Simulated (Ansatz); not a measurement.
## AlP, space group F-43m: an optical spectrum, step by step

With Ansatz 0.2.0, Python API.

The script reads `alp.extxyz`:
```text
2
Lattice="0.0 2.7255 2.7255 2.7255 0.0 2.7255 2.7255 2.7255 0.0" Properties=species:S:1:pos:R:3 pbc="T T T"
Al    0.00000000    0.00000000    0.00000000
P     1.36275000    1.36275000    1.36275000
```

Notebook, run cell by cell (the value of a cell's last expression is shown):

**Cell 1**
```python
import warnings

import ansatz as az
import numpy as np

warnings.simplefilter("ignore", az.DeckWarning)
```

**Cell 2**
```python
alp = az.Crystal.from_extxyz("alp.extxyz")
```

**Cell 3**
```python
alp.resolved().tree()["lattice"]
```
Output:
```text
((0.0, 2.7255, 2.7255), (2.7255, 0.0, 2.7255), (2.7255, 2.7255, 0.0))
```

**Cell 4**
```python
model = (
    alp.calculation()
    .functional(az.Functional.PBE)
    .scf(tolerance=1e-10)
    .basis(450)
    .occupations("fixed")
    .kpoints(6, 6, 6)
    .optics(energy_step=0.05, nscf_kmesh=(8, 8, 8), broadening_width=0.3)
)
res = model.run()
spectra = res.optics()
energy, filling = np.asarray(spectra.photon_energy_ev), spectra.band_filling
gapped = filling.kind == "insulating"
eps1 = np.asarray(filling.eps1 if gapped else filling.eps1_interband)[:3].mean(axis=0)
eps2 = np.asarray(filling.eps2 if gapped else filling.eps2_interband)[:3].mean(axis=0)
print("filling:", filling.kind, "- valid up to", round(spectra.valid_up_to_ev, 2), "eV,", spectra.n_bands, "bands")
top = min(8, spectra.valid_up_to_ev)
# mean of xx, yy and zz; between bands only where the bands are partly filled
print("E (eV)    eps1      eps2")
for e in np.arange(0.5, top + 0.01, 0.5):
    print(f"{e:5.1f} {np.interp(e, energy, eps1):9.3f} {np.interp(e, energy, eps2):9.3f}")
if gapped:
    print("eps_inf, bands beyond those summed included:", np.round(filling.eps_inf[:3], 3))
print("f-sum electrons:", np.round(filling.get("f_sum_n_eff"), 3))
```
Output:
```text
filling: insulating - valid up to 3.67 eV, 8 bands
E (eV)    eps1      eps2
  0.5     8.592     0.000
  1.0     8.852     0.000
  1.5     9.336     0.000
  2.0    10.144     0.000
  2.5    11.513     0.000
  3.0    14.193     0.024
  3.5    21.148     2.627
eps_inf, bands beyond those summed included: [8.719 8.719 8.719]
f-sum electrons: [6.167 6.167 6.167]
```

Of the deposited cell: the entry's cell lengths or inner coordinates differ somewhat from later room-temperature determinations. The starting cell is as deposited in a crystallographic database; the results hold for this polymorph, which needn't be the stable one. Independent-particle spectra on Kohn-Sham bands hold no excitons, and semilocal gaps are too small. The script silences the warnings on its input, which a real study should read. It ran for 4.5 s on 1 thread of Intel(R) Xeon(R) Processor @ 2.30GHz (shared host), peak memory 0.49 GiB.
